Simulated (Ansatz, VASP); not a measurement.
# Ga: VASP beside Ansatz

File INCAR:

```
PREC = Accurate
ENCUT = 520
EDIFF = 1E-7
ISMEAR = -1
SIGMA = 0.05
LREAL = False
LASPH = True
NELM = 80
ALGO = Normal
ISIF = 2
LWAVE = False
LCHARG = False
GGA = PE
NBANDS = 20
```

File KPOINTS:

```
regular mesh
0
Gamma
  10 10 8
```

The input POSCAR:

```
Ga
1.0
    1.3643085195     -3.9720811669      0.0000000000
    1.3643085195      3.9720811669      0.0000000000
   -0.1158601719      0.0000000000      3.2849248782
Ga
2
Direct
    0.1310000000      0.8690000000      0.7500000000
    0.8690000000      0.1310000000      0.2500000000
```

The input input.yaml:

```yaml
crystal:
  lattice:
    - [1.3643085195, -3.9720811669, 0.0]
    - [1.3643085195, 3.9720811669, 0.0]
    - [-0.1158601719, 0.0, 3.2849248782]
  atoms:
    - { symbol: Ga, position: [0.131, 0.869, 0.75] }
    - { symbol: Ga, position: [0.869, 0.131, 0.25] }
hamiltonian:
  xc: pbe
  pseudopotentials: { kind: paw }
kpoints:
  mp_grid: { grid: [10, 10, 8] }
scf:
  occupations: { method: fermi_dirac, width: 0.05 }
output:
  forces: true
  stress: true
  eigenvalues: true
```

Change from the starting cell: volume scaled by 0.96.

Alike in both runs: task single point; functional PBE; k mesh 10 × 10 × 8; occupations fermi-dirac, width 0.05 eV; no spin polarisation.

|  | VASP | Ansatz |
| --- | --- | --- |
| version | VASP 6.6.1 | Ansatz 0.2.0 |
| potentials or method | VASP PAW PBE potentials, release 64 (Ga_d) | Ansatz PAW |
| plane-wave cutoff (eV) | 520 | 420 |
| valence electrons in the cell | 26 | 26 |

Ansatz gave:

* gap on the k mesh at the Fermi level (eV): none
* pressure (GPa): 4.3
* largest component of the traceless stress (GPa): 1.11
* rms of the force components (eV/Å): 0.126

Task: Which values does VASP return?

Result: gap on the k mesh at the Fermi level (eV): none; pressure (GPa): 4.5; largest component of the traceless stress (GPa): 1.14; rms of the force components (eV/Å): 0.127.

Atom by atom the forces differ by 0.001 eV/Å (rms over components). A gap of «none» marks a metal or a gap that the smearing closes. The functional is the same, so the differences come from potentials, cutoffs and numerics.
